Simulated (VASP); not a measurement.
# CaF2 (Fluorite): relaxation of the atoms with PBEsol

CaF2 (Fluorite):

```
Ca F
1.0
     0.00000    2.76551    2.76551
     2.76551    0.00000    2.76551
     2.76551    2.76551    0.00000
Ca F
1 2
Direct
  0.00000 0.00000 0.00000
  0.25000 0.25000 0.25000
  0.75000 0.75000 0.75000
```

The cell isn't the ideal one: a relaxed cell with its volume scaled by 1.06.

```yaml
Program: VASP 6.6.1
Task: relaxation of the atoms
Functional: PBEsol
Potentials_or_basis: VASP PAW PBE potentials, release 64 (Ca_sv, F)
Cutoff: 600 eV
k_mesh: 8 × 8 × 8
Occupations: gaussian, width 0.03 eV
Spin: no spin polarisation
Further_INCAR_settings: ALGO = Fast; EDIFF = 1e-07; IBRION = 2; EDIFFG = -0.01; NSW = 40
```

```yaml
Pressure_after_relaxing: -4.5 GPa
Band_gap_on_the_k_mesh: 6.88 eV, indirect (least direct gap 7.14 eV)
```

Final structure:
```xyz
3
Lattice="0.0000 2.7655 2.7655 2.7655 0.0000 2.7655 2.7655 2.7655 0.0000" Properties=species:S:1:pos:R:3 pbc="T T T"
Ca    0.0000    0.0000    0.0000
F     1.3828    1.3828    1.3828
F     4.1483    4.1483    4.1483
```

Levels at points of the mesh, in eV from the valence-band top:
```
           k point  band 10  band 11  band 12  band 13  band 14  band 15
(0.00, 0.00, 0.00)    -0.25    -0.25    -0.25     6.88     8.98     8.98
(0.50, 0.00, 0.00)    -1.21    -0.82    -0.82     9.18     9.18     9.47
(0.50, 0.50, 0.00)    -0.35    -0.35     0.00     7.93     9.26     9.87
```

It took 16 s on 1 thread of Intel(R) Xeon(R) 6975P-C (Granite Rapids) (shared host), peak memory 0.18 GiB.

Caveat: the relaxation stopped at its first step, so nothing moved; the PAW data sets were made with another functional, which shifts forces and pressure a little. A k mesh can miss the band edges.
